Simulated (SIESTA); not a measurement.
Write the native input for SIESTA 5.4.2 that does the following.

* Task: optical spectrum
* Functional: PBEsol
* Dispersion: D3(BJ)
* Potentials or basis: PseudoDojo 0.4 standard (PBEsol files)
* Basis: TZ (energy shift 0.002 Ry)
* Grid cutoff: 800 Ry
* Energy shift: 0.002 Ry
* k mesh: 11 × 11 × 6
* Occupations: fermi-dirac, width 0.05 eV
* Spin: collinear spin, ferromagnetic start
* Starting moments: [3.0, 3.0] μB
* Fixed moment: 3 μB
* broadening (eV): 0.3 eV
* window to (eV): 30 eV
* Optical mesh offset: true
* Dispersion by: program

The system is Cr.

```xyz
2
Lattice="2.5195 0.0000 0.0000 -1.2597 2.1819 0.0000 0.0000 0.0000 4.0939" Properties=species:S:1:pos:R:3 pbc="T T T"
Cr    1.2597    0.7273    3.0704
Cr    0.0000    1.4546    1.0235
```

This isn't the form of Cr at room conditions, which is bcc.

The cell isn't the ideal one: volume scaled by 0.8.

One way to write it, as run:

Cr.fdf

```
SystemName                      Chromium
SystemLabel                     Cr
NumberOfSpecies                 1
NumberOfAtoms                   2
%block ChemicalSpeciesLabel
  1  24 Cr
%endblock ChemicalSpeciesLabel

LatticeConstant                 2.5194544200 Ang
%block LatticeParameters
  1.0000000000 1.0000000000 1.6249078838 90.0000000000 90.0000000000 120.0000000000
%endblock LatticeParameters
AtomicCoordinatesFormat         Fractional
%block AtomicCoordinatesAndAtomicSpecies
     0.6666666667     0.3333333333     0.7500000000  1  Cr
     0.3333333333     0.6666666667     0.2500000000  1  Cr
%endblock AtomicCoordinatesAndAtomicSpecies

%block kgrid.MonkhorstPack
   11   0   0  0.0
    0  11   0  0.0
    0   0   6  0.0
%endblock kgrid.MonkhorstPack
XC.Functional                   GGA
XC.Authors                      PBEsol
DFTD3                           true
DFTD3.BJdamping                 true
DFTD3.UseXCDefaults             false
DFTD3.s6                        1.0
DFTD3.s8                        2.9491
DFTD3.s9                        0.0
DFTD3.a1                        0.4466
DFTD3.a2                        6.1742
DFTD3.CoordinationCutoff        40.0 Bohr
PAO.BasisSize                   TZ
PAO.EnergyShift                 0.002 Ry
Mesh.Cutoff                     800 Ry
Spin                            polarized
%block DM.InitSpin
    1   3.000
    2   3.000
%endblock DM.InitSpin
Spin.Fix                        true
Spin.Total                      3.00
OccupationFunction              FD
ElectronicTemperature           0.05 eV
MaxSCFIterations                200
SCF.MustConverge                false
SCF.Mixer.Method                Pulay
SCF.Mixer.Weight                0.1
SCF.Mixer.History               10
SCF.DM.Tolerance                5.0e-05
SCF.H.Tolerance                 1.0e-03 eV
WriteForces                     true
Charge.Mulliken                 end
Charge.Hirshfeld                end
Charge.Voronoi                  end
SaveRho                         true
SaveElectrostaticPotential      true
OpticalCalculation              true
Optical.Energy.Minimum          0.0 eV
Optical.Energy.Maximum          30 eV
Optical.Broaden                 0.3 eV
%block Optical.Mesh
  11 11 6
%endblock Optical.Mesh
Optical.OffsetMesh              true
Optical.PolarizationType        polycrystal
```

Potentials or basis: PseudoDojo 0.4 standard (PBEsol files), TZ (energy shift 0.002 Ry).

Command:

```sh
$ siesta < Cr.fdf > Cr.out 2>&1
```

It gave:

```json
{
  "Net moment": "3.00 μB per cell",
  "Site moments": "Cr +1.50 μB"
}
```

Caveat: the basis has no polarisation orbitals; the basis holds too few empty states to meet the f-sum rule, so the spectrum is short of weight at high energy; the moment is held away from its start; spectra need much finer meshes, so this one isn't converged; independent-particle spectra lack excitons; the total moment is fixed, so each spin has its own Fermi level.

Run time: 6.3 min on 1 thread of Arm Neoverse N1, on a shared host, peak memory 0.45 GiB.
